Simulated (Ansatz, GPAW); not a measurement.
# Geometry or basis: what sets the conductance of methoxybenzenedithiol between two Pt chains, part 3 of 4

Wanted: T(E) of methoxybenzenedithiol between two Pt chains at a relaxed geometry in two programs, beside the unrelaxed structure.

GPAW 26.7.0 and Ansatz 0.2.0; Ansatz plane waves; relaxation of the junction with the lead ends held; PAW set soft_1 (the session's first sound run).

So far, transmission at the Fermi level (one spin): step 3 (plane waves, PBE) 0.426.

**4. GPAW, dzp**

Localised orbitals split the wire into layers that couple to their neighbours alone, which is what the Green's function method needs; double zeta with polarisation is the usual level for numbers.

This step: GPAW LCAO, PAW setups; Landauer transmission from Green's functions with principal layers (ASE), zero bias (GPAW 26.7.0).

Contents of run.py:

```python
import json
import numpy as np
from ase import Atoms
from ase.transport.calculators import TransportCalculator
from gpaw import GPAW, FermiDirac
from gpaw.lcao.tools import get_lcao_hamiltonian
from scipy.linalg import eigh

# The junction with lead layers at both ends, along the third cell vector
device = Atoms(
    ['Pt', 'Pt', 'Pt', 'Pt', 'Pt', 'Pt', 'Pt', 'Pt', 'S', 'H', 'C', 'C', 'H', 'C', 'C', 'H', 'C', 'C', 'H', 'H', 'C', 'O', 'S', 'H', 'Pt', 'Pt', 'Pt', 'Pt', 'Pt', 'Pt', 'Pt', 'Pt'],
    positions=[
        [6.42285, 4.66103, 1.20000],
        [6.42285, 4.66103, 3.60000],
        [6.42285, 4.66103, 6.00000],
        [6.42285, 4.66103, 8.40000],
        [6.42285, 4.66103, 10.80000],
        [6.42285, 4.66103, 13.20000],
        [5.42340, 4.83693, 15.37952],
        [6.18516, 4.71630, 17.69524],
        [5.16566, 4.83462, 19.63251],
        [8.03605, 4.56469, 20.63144],
        [5.94514, 4.76413, 21.20177],
        [7.33578, 4.63122, 21.46325],
        [3.99319, 4.95280, 22.11811],
        [5.05941, 4.85062, 22.31553],
        [7.79638, 4.58784, 22.76466],
        [8.86615, 4.48631, 22.95324],
        [5.52403, 4.80582, 23.62822],
        [6.92796, 4.67087, 23.89424],
        [2.90682, 4.16342, 24.01139],
        [3.09384, 5.95437, 24.00165],
        [3.32658, 5.02794, 24.54658],
        [4.73889, 4.88174, 24.72558],
        [7.70345, 4.59576, 25.45179],
        [2.90827, 5.07700, 25.55576],
        [6.63399, 4.68775, 27.35809],
        [7.41877, 4.62381, 29.66351],
        [6.42285, 4.66103, 31.85372],
        [6.42285, 4.66103, 34.25372],
        [6.42285, 4.66103, 36.65372],
        [6.42285, 4.66103, 39.05372],
        [6.42285, 4.66103, 41.45372],
        [6.42285, 4.66103, 43.85372]],
    cell=[[12.84569, 0.0, 0.0], [0.0, 9.32207, 0.0], [0.0, 0.0, 45.05372]],
    pbc=True)

# One principal layer of the lead: the first 5 atoms of the device
lead = Atoms(
    ['Pt', 'Pt', 'Pt', 'Pt', 'Pt'],
    positions=[
        [6.42285, 4.66103, 1.20000],
        [6.42285, 4.66103, 3.60000],
        [6.42285, 4.66103, 6.00000],
        [6.42285, 4.66103, 8.40000],
        [6.42285, 4.66103, 10.80000]],
    cell=[[12.84569, 0.0, 0.0], [0.0, 9.32207, 0.0], [0.0, 0.0, 12.0]],
    pbc=True)

settings = dict(mode='lcao', basis='dzp', xc='PBE', h=0.18,
                occupations=FermiDirac(0.1), maxiter=250,
                mixer=dict(beta=0.1, nmaxold=8, weight=100.0),
                convergence=dict(density=0.0001))
energies = np.arange(-2, 2 + 1e-9, 0.025)
eta = 0.0001
n1, n2 = 1, 1
# k and -k transmit alike, so half of the mesh across the current serves
mesh = [(i, j) for i in range(n1) for j in range(n2) if (i, j) <= (-i % n1, -j % n2)]
weights = np.array([1 if (i, j) == (-i % n1, -j % n2) else 2 for i, j in mesh]) / (n1 * n2)

# [... helper functions left out ...]
fermi_lead = ground_state(lead, (1, 1, 10), 'lead.txt')
fermi_device = ground_state(device, (1, 1, 2), 'device.txt')
# [... loop over the mesh left out, but for ...]
        # Shift the lead onto the potential of the device's first layer
        shift = ((H[:, 0, 0] - H0[:, 0, 0]) / S0[0, 0]).real.mean()
# [...]
kT = 8.617333e-5 * 300
bias = [0.1, 0.2, 0.5, 1.0, 1.5, 2.0]
# [... integrals and printing left out ...]
```

Command:

```bash
$ OMP_NUM_THREADS=1 OPENBLAS_NUM_THREADS=1 python run.py
```

The program printed:

```text
basis functions: device 592, principal layer 135
Fermi level: lead -4.9723 eV, device -4.5766 eV; lead shifted by 0.0016 eV
largest coupling past the next layer 8.09e-06 eV, largest misfit of the first layer 0.139 eV
  E-E_F (eV)   T (one spin)  [channel counts left out]
    -2.000    9.0310e-01
    -1.975    8.8947e-01
    -1.950    8.7457e-01
    -1.925    8.5809e-01
    -1.900    8.3972e-01
    -1.875    8.1906e-01
    -1.850    7.9569e-01
    -1.825    7.6916e-01
    -1.800    7.3898e-01
    -1.775    7.0462e-01
    -1.750    6.6556e-01
    -1.725    6.2129e-01
    -1.700    5.7138e-01
    -1.675    5.1555e-01
    -1.650    4.5378e-01
    -1.625    3.8659e-01
[...]
1.825    1.7107e-05
     1.850    1.8431e-05
     1.875    1.9866e-05
     1.900    2.1424e-05
     1.925    2.3120e-05
     1.950    2.4974e-05
     1.975    2.7004e-05
     2.000    2.9235e-05
conductance at 300 K: 0.41192 G0 a cell; thermopower 47.86 uV/K
current from the zero-bias T(E) at 0.1 V: 3.2777 uA
current from the zero-bias T(E) at 0.2 V: 7.0027 uA
current from the zero-bias T(E) at 0.5 V: 20.675 uA
current from the zero-bias T(E) at 1.0 V: 48.307 uA
current from the zero-bias T(E) at 1.5 V: 62.364 uA
current from the zero-bias T(E) at 2.0 V: 68.39 uA
```

Run time: 9 min. Hardware: 1 thread of Arm Neoverse V1, shared host; peak memory 3 GiB.

This step gave:

```
conductance                                    : 0.4119 G₀
thermopower                                    : 47.86 μV/K
largest coupling past the next principal layer : 8.09e-6 eV
largest misfit of the first principal layer    : 0.1394 eV
shift that aligns the lead                     : 0.001629 eV
basis functions of the junction                : 592
basis functions of a principal layer           : 135
transmission at the Fermi level (one spin)     : 0.3787
```

One spin. The transmission, zone mean by energy, zero at the Fermi level:

```csv
energy (eV),"transmission, zone mean"
-2.000,0.903
-1.900,0.840
-1.800,0.739
-1.700,0.571
-1.600,0.316
-1.500,0.0470
-1.400,0.198
-1.300,0.619
-1.200,0.361
-1.100,0.152
-1.000,0.144
-0.900,0.276
-0.800,0.407
-0.700,0.566
-0.600,0.710
-0.500,0.994
-0.400,0.889
-0.300,0.984
-0.275,0.989
-0.200,0.927
-0.150,0.992
-0.100,0.821
0.000,0.379
0.100,0.241
0.200,0.249
0.300,0.491
0.375,0.985
0.400,0.751
0.500,0.0821
0.600,0.0141
0.700,0.00161
0.800,7.5e-6
0.900,1.3e-6
1.000,2.0e-8
1.100,2.8e-7
1.200,1.2e-6
1.300,2.5e-6
1.400,4.2e-6
1.500,6.2e-6
1.600,8.6e-6
1.700,1.2e-5
1.800,1.6e-5
1.900,2.1e-5
2.000,2.9e-5
```

Not self-consistent under bias; the bias window is split evenly. Current through one cell, from the zero-bias transmission against bias:

```
bias (V)  current through one cell, from the zero-bias transmission (μA)
   0.100                                                            3.28
   0.200                                                            7.00
   0.500                                                            20.7
   1.000                                                            48.3
   1.500                                                            62.4
   2.000                                                            68.4
```

Transmission of the three most open eigenchannels against energy, zero at the Fermi level:

```
energy (eV)  channel 1  channel 2  channel 3
     -2.000      0.898    0.00481     2.4e-4
     -1.900      0.834    0.00565     4.0e-4
     -1.800      0.731    0.00706     7.4e-4
     -1.700      0.561    0.00901    0.00168
     -1.600      0.300    0.00966    0.00638
     -1.500     0.0290     0.0114    0.00656
     -1.400      0.180     0.0117    0.00629
     -1.300      0.602     0.0125    0.00435
     -1.200      0.351    0.00839    0.00207
     -1.100      0.137     0.0142    0.00117
     -1.000      0.124     0.0185     6.6e-4
     -0.900      0.260     0.0150     5.6e-4
     -0.800      0.397    0.00934     5.0e-4
     -0.700      0.559    0.00657     4.1e-4
     -0.600      0.705    0.00540     3.7e-4
     -0.500      0.990    0.00420     3.1e-4
     -0.400      0.885    0.00343     2.2e-4
     -0.300      0.980    0.00394     3.6e-4
     -0.200      0.925    0.00166     6.0e-4
     -0.100      0.819    0.00105     1.6e-4
      0.000      0.378     8.2e-4     1.0e-4
      0.100      0.241     6.1e-4     7.1e-5
      0.200      0.249     4.1e-4     4.1e-5
      0.300      0.491     1.6e-4     5.2e-6
      0.400      0.751     1.1e-4     9.4e-7
      0.500     0.0820     9.5e-5     4.2e-7
      0.600     0.0141     7.9e-5     1.5e-7
      0.700    0.00156     5.4e-5     1.7e-8
      0.800     7.5e-6    3.2e-12          0
```

At the Fermi level T is 0.379 against 0.426 in plane waves. Couplings past the next layer reach 8.1e-6 eV, small enough to drop; the matrix elements of the cell's first layer differ from the bulk lead's by up to 0.14 eV. That layer keeps its own values in the calculation, and only beyond it is the lead taken as perfect. The Fermi levels of lead and junction count from different zeros of potential, one for each periodic cell; with both set to zero, the small remaining shift is what aligns them. Without spin-orbit coupling, which is large for these atoms, channel counts and T are those of the scalar-relativistic bands. By hand: G = 0.4119 × 77.48 μS = 31.9 μS, a resistance of 31.3 kΩ; at 0.1 V a linear junction would pass 3.19 μA, and the integral over the bias window gives 3.28 μA. Mott's formula, S = -(π²/3)(k_B²T/e) d ln T/dE, has the prefactor 7.33 μV/K·eV at 300 K; T = 0.4541 at -0.025 eV and 0.3241 at 0.025 eV give a slope of -6.75 per eV and S = 49.4 μV/K, beside 47.9 μV/K from the thermal integral, which interpolates the same grid.

**5. Single-zeta polarised basis**

The second zeta is dropped, the polarisation orbitals stay.

Edit run.py of step 4 so:

```diff
@@ -59,3 +59,3 @@
 
-settings = dict(mode='lcao', basis='dzp', xc='PBE', h=0.18,
+settings = dict(mode='lcao', basis='szp(dzp)', xc='PBE', h=0.18,
                 occupations=FermiDirac(0.1), maxiter=250,
```

The program printed:

```text
basis functions: device 354, principal layer 75
Fermi level: lead -5.0995 eV, device -4.8537 eV; lead shifted by 0.0021 eV
largest coupling past the next layer 8.13e-06 eV, largest misfit of the first layer 0.151 eV
  E-E_F (eV)   T (one spin)  [channel counts left out]
    -2.000    4.6257e-01
    -1.975    4.1003e-01
    -1.950    3.5056e-01
[...]
1.975    5.4537e-05
     2.000    5.7058e-05
conductance at 300 K: 0.35208 G0 a cell; thermopower 40.72 uV/K
current from the zero-bias T(E) at 0.1 V: 2.8114 uA
current from the zero-bias T(E) at 0.2 V: 6.1014 uA
current from the zero-bias T(E) at 0.5 V: 20.589 uA
current from the zero-bias T(E) at 1.0 V: 45.872 uA
current from the zero-bias T(E) at 1.5 V: 59.986 uA
current from the zero-bias T(E) at 2.0 V: 64.947 uA
```

Elapsed: 5.6 min, on 1 thread; peak memory 2.9 GiB.

This step gave:

| Quantity | Value |
| --- | --- |
| conductance | 0.3521 G₀ |
| thermopower | 40.72 μV/K |
| largest coupling past the next principal layer | 8.13e-6 eV |
| largest misfit of the first principal layer | 0.1512 eV |
| shift that aligns the lead | 0.002052 eV |
| basis functions of the junction | 354 |
| basis functions of a principal layer | 75 |
| transmission at the Fermi level (one spin) | 0.3224 |

One spin. The transmission, zone mean by energy, zero at the Fermi level:

| energy (eV) | transmission, zone mean |
| --- | --- |
| -2.000 | 0.463 |
| -1.900 | 0.212 |
| -1.800 | 0.00707 |
| -1.700 | 0.372 |
| -1.600 | 0.681 |
| -1.550 | 0.712 |
| -1.500 | 0.698 |
| -1.400 | 0.592 |
| -1.300 | 0.446 |
| -1.200 | 0.233 |
| -1.100 | 0.115 |
| -1.000 | 0.102 |
| -0.900 | 0.202 |
| -0.800 | 0.354 |
| -0.700 | 0.578 |
| -0.600 | 0.756 |
| -0.525 | 0.996 |
| -0.500 | 0.985 |
| -0.400 | 0.858 |
| -0.300 | 0.990 |
| -0.200 | 0.984 |
| -0.175 | 0.993 |
| -0.100 | 0.674 |
| 0.000 | 0.322 |
| 0.100 | 0.248 |
| 0.200 | 0.348 |
| 0.300 | 0.974 |
| 0.400 | 0.165 |
| 0.500 | 0.0231 |
| 0.600 | 0.00406 |
| 0.700 | 1.5e-5 |
| 0.800 | 1.7e-5 |
| 0.900 | 1.9e-5 |
| 1.000 | 2.0e-5 |
| 1.100 | 2.1e-5 |
| 1.200 | 2.3e-5 |
| 1.300 | 2.4e-5 |
| 1.400 | 2.6e-5 |
| 1.500 | 2.9e-5 |
| 1.600 | 3.2e-5 |
| 1.700 | 3.6e-5 |
| 1.800 | 4.1e-5 |
| 1.900 | 4.8e-5 |
| 2.000 | 5.7e-5 |

The conductance, 0.352 G₀, lies 15 % below that of the dzp run.

**6. Minimal basis**

One function for each valence shell of the setup, as for a first survey of a large system.

Edit run.py of step 5 so:

```diff
@@ -59,3 +59,3 @@
 
-settings = dict(mode='lcao', basis='szp(dzp)', xc='PBE', h=0.18,
+settings = dict(mode='lcao', basis='sz(dzp)', xc='PBE', h=0.18,
                 occupations=FermiDirac(0.1), maxiter=250,
```

The program printed:

```text
basis functions: device 238, principal layer 60
Fermi level: lead -5.1219 eV, device -4.9135 eV; lead shifted by 0.0035 eV
largest coupling past the next layer 8.11e-06 eV, largest misfit of the first layer 0.057 eV
  E-E_F (eV)   T (one spin)  [channel counts left out]
    -2.000    2.7214e-02
    -1.975    5.4660e-03
    -1.950    1.7815e-02
[...]
1.975    4.2643e-07
     2.000    3.2213e-07
conductance at 300 K: 0.36986 G0 a cell; thermopower 32.85 uV/K
current from the zero-bias T(E) at 0.1 V: 2.9605 uA
current from the zero-bias T(E) at 0.2 V: 6.4888 uA
current from the zero-bias T(E) at 0.5 V: 23.045 uA
current from the zero-bias T(E) at 1.0 V: 45.517 uA
current from the zero-bias T(E) at 1.5 V: 53.686 uA
current from the zero-bias T(E) at 2.0 V: 56.012 uA
```

Elapsed: 4.2 min, on 1 thread; peak memory 2.8 GiB.

Numbers from this step:

```yaml
conductance: 0.3699 G₀
thermopower: 32.85 μV/K
largest_coupling_past_the_next_principal_layer: 8.11e-6 eV
largest_misfit_of_the_first_principal_layer: 0.05669 eV
shift_that_aligns_the_lead: 0.003506 eV
basis_functions_of_the_junction: 238
basis_functions_of_a_principal_layer: 60
transmission_at_the_fermi_level_one_spin: 0.3380
```

One spin. Transmission, zone mean against energy, zero at the Fermi level:

| energy (eV) | transmission, zone mean |
| --- | --- |
| -2.000 | 0.0272 |
| -1.800 | 0.530 |
| -1.600 | 0.762 |
| -1.400 | 0.625 |
| -1.200 | 0.313 |
| -1.000 | 0.0867 |
| -0.800 | 0.144 |
| -0.600 | 0.389 |
| -0.475 | 0.992 |
| -0.400 | 0.921 |
| -0.200 | 0.983 |
| -0.175 | 0.997 |
| 0.000 | 0.338 |
| 0.200 | 0.644 |
| 0.250 | 0.991 |
| 0.400 | 0.0466 |
| 0.600 | 0.00170 |
| 0.800 | 6.5e-5 |
| 1.000 | 2.6e-5 |
| 1.200 | 1.3e-5 |
| 1.400 | 6.8e-6 |
| 1.600 | 3.5e-6 |
| 1.800 | 1.5e-6 |
| 2.000 | 3.2e-7 |

The conductance, 0.370 G₀, lies 10 % below that of the dzp run.

**7. LDA in the dzp basis: xc = "LDA"**

Back in the dzp basis, the functional changes from PBE to LDA, to set the spread between functionals beside that between bases.

Edit run.py of step 6 so:

```diff
@@ -59,3 +59,3 @@
 
-settings = dict(mode='lcao', basis='sz(dzp)', xc='PBE', h=0.18,
+settings = dict(mode='lcao', basis='dzp', xc='LDA', h=0.18,
                 occupations=FermiDirac(0.1), maxiter=250,
```

The program printed:

```text
basis functions: device 592, principal layer 135
Fermi level: lead -5.2935 eV, device -4.8720 eV; lead shifted by -0.0010 eV
largest coupling past the next layer 8.32e-06 eV, largest misfit of the first layer 0.133 eV
  E-E_F (eV)   T (one spin)  [channel counts left out]
    -2.000    8.8476e-01
    -1.975    8.7155e-01
    -1.950    8.5743e-01
[...]
1.975    2.3700e-05
     2.000    2.5895e-05
conductance at 300 K: 0.39645 G0 a cell; thermopower 53.52 uV/K
current from the zero-bias T(E) at 0.1 V: 3.1663 uA
current from the zero-bias T(E) at 0.2 V: 6.8122 uA
current from the zero-bias T(E) at 0.5 V: 20.09 uA
current from the zero-bias T(E) at 1.0 V: 47.25 uA
current from the zero-bias T(E) at 1.5 V: 60.725 uA
current from the zero-bias T(E) at 2.0 V: 66.246 uA
```

Wall time 8.3 min (1 thread); peak memory 3 GiB.

This step gave:

| Quantity | Value |
| --- | --- |
| conductance | 0.3965 G₀ |
| thermopower | 53.52 μV/K |
| largest coupling past the next principal layer | 8.32e-6 eV |
| largest misfit of the first principal layer | 0.1335 eV |
| shift that aligns the lead | -0.001035 eV |
| basis functions of the junction | 592 |
| basis functions of a principal layer | 135 |
| transmission at the Fermi level (one spin) | 0.3594 |

One spin. Table of transmission, zone mean by energy, zero at the Fermi level:

| energy (eV) | transmission, zone mean |
| --- | --- |
| -2.000 | 0.885 |
| -1.900 | 0.825 |
| -1.800 | 0.737 |
| -1.700 | 0.594 |
| -1.600 | 0.375 |
| -1.500 | 0.0915 |
| -1.400 | 0.0991 |
| -1.300 | 0.572 |
| -1.275 | 0.599 |
| -1.200 | 0.455 |
| -1.100 | 0.170 |
| -1.000 | 0.138 |
| -0.900 | 0.251 |
| -0.800 | 0.372 |
| -0.700 | 0.518 |
| -0.600 | 0.686 |
| -0.500 | 0.972 |
| -0.475 | 0.998 |
| -0.400 | 0.878 |
| -0.300 | 0.963 |
| -0.250 | 0.989 |
| -0.200 | 0.902 |
| -0.150 | 0.994 |
| -0.100 | 0.845 |
| 0.000 | 0.359 |
| 0.100 | 0.215 |
| 0.200 | 0.211 |
| 0.300 | 0.391 |
| 0.375 | 0.967 |
| 0.400 | 0.888 |
| 0.500 | 0.0914 |
| 0.600 | 0.0146 |
| 0.700 | 0.00153 |
| 0.800 | 9.3e-6 |
| 0.900 | 2.2e-6 |
| 1.000 | 2.7e-7 |
| 1.100 | 2.2e-8 |
| 1.200 | 5.2e-7 |
| 1.300 | 1.4e-6 |
| 1.400 | 2.7e-6 |
| 1.500 | 4.4e-6 |
| 1.600 | 6.5e-6 |
| 1.700 | 9.3e-6 |
| 1.800 | 1.3e-5 |
| 1.900 | 1.8e-5 |
| 2.000 | 2.6e-5 |

The conductance, 0.396 G₀, lies 3.8 % below that of the dzp run.

**8. The structure as built: geometry = "as built"**

The dzp basis with PBE on the structure as first built shows what the relaxation was worth.

Edit run.py of step 7 so:

```diff
@@ -18,22 +18,22 @@
         [6.42285, 4.66103, 13.20000],
-        [5.42340, 4.83693, 15.37952],
-        [6.18516, 4.71630, 17.69524],
-        [5.16566, 4.83462, 19.63251],
-        [8.03605, 4.56469, 20.63144],
-        [5.94514, 4.76413, 21.20177],
-        [7.33578, 4.63122, 21.46325],
-        [3.99319, 4.95280, 22.11811],
-        [5.05941, 4.85062, 22.31553],
-        [7.79638, 4.58784, 22.76466],
-        [8.86615, 4.48631, 22.95324],
-        [5.52403, 4.80582, 23.62822],
-        [6.92796, 4.67087, 23.89424],
-        [2.90682, 4.16342, 24.01139],
-        [3.09384, 5.95437, 24.00165],
-        [3.32658, 5.02794, 24.54658],
-        [4.73889, 4.88174, 24.72558],
-        [7.70345, 4.59576, 25.45179],
-        [2.90827, 5.07700, 25.55576],
-        [6.63399, 4.68775, 27.35809],
-        [7.41877, 4.62381, 29.66351],
+        [6.42285, 4.66103, 15.60000],
+        [6.42285, 4.66103, 18.00000],
+        [5.18240, 5.68945, 19.71060],
+        [7.98683, 5.47076, 20.50218],
+        [5.96940, 5.43623, 21.28798],
+        [7.35972, 5.37028, 21.38453],
+        [4.10603, 5.38492, 22.33771],
+        [5.18446, 5.32199, 22.44224],
+        [7.96498, 5.17892, 22.62741],
+        [9.05002, 5.12863, 22.68777],
+        [5.78126, 5.13030, 23.69464],
+        [7.18480, 5.05680, 23.78303],
+        [3.25000, 4.28212, 24.21462],
+        [3.35092, 6.07207, 24.44998],
+        [3.67160, 5.09221, 24.81861],
+        [5.08997, 5.00436, 24.87497],
+        [8.02700, 4.81231, 25.34307],
+        [3.28985, 4.97966, 25.83793],
+        [6.42285, 4.66103, 27.05372],
+        [6.42285, 4.66103, 29.45372],
         [6.42285, 4.66103, 31.85372],
@@ -59,3 +59,3 @@
 
-settings = dict(mode='lcao', basis='dzp', xc='LDA', h=0.18,
+settings = dict(mode='lcao', basis='dzp', xc='PBE', h=0.18,
                 occupations=FermiDirac(0.1), maxiter=250,
```

The program printed:

```text
basis functions: device 592, principal layer 135
Fermi level: lead -4.9723 eV, device -4.6002 eV; lead shifted by -0.0031 eV
largest coupling past the next layer 8.09e-06 eV, largest misfit of the first layer 0.054 eV
  E-E_F (eV)   T (one spin)  [channel counts left out]
    -2.000    9.9130e-01
    -1.975    9.8372e-01
    -1.950    9.7477e-01
[...]
1.975    3.5205e-04
     2.000    3.4774e-04
conductance at 300 K: 0.9109 G0 a cell; thermopower 11.42 uV/K
current from the zero-bias T(E) at 0.1 V: 7.0188 uA
current from the zero-bias T(E) at 0.2 V: 13.801 uA
current from the zero-bias T(E) at 0.5 V: 30.463 uA
current from the zero-bias T(E) at 1.0 V: 52.631 uA
current from the zero-bias T(E) at 1.5 V: 72.875 uA
current from the zero-bias T(E) at 2.0 V: 85.682 uA
```

It took 9.4 min on 1 thread; peak memory 3 GiB.

Numbers from this step:

```
conductance                                    : 0.9109 G₀
thermopower                                    : 11.42 μV/K
largest coupling past the next principal layer : 8.09e-6 eV
largest misfit of the first principal layer    : 0.05407 eV
shift that aligns the lead                     : -0.003062 eV
transmission at the Fermi level (one spin)     : 0.9246
```

[end of part 3 of 4]

[Logs are printed without paths, hosts, clocks, repeated set-up lines and the standing remarks that a program may print on its own settings, such as how far it seeks lower states.]

[Hosts, paths, dates, database ids (printed as entryN), source tags and the programs' standing remarks are cut or masked in the printed files.]
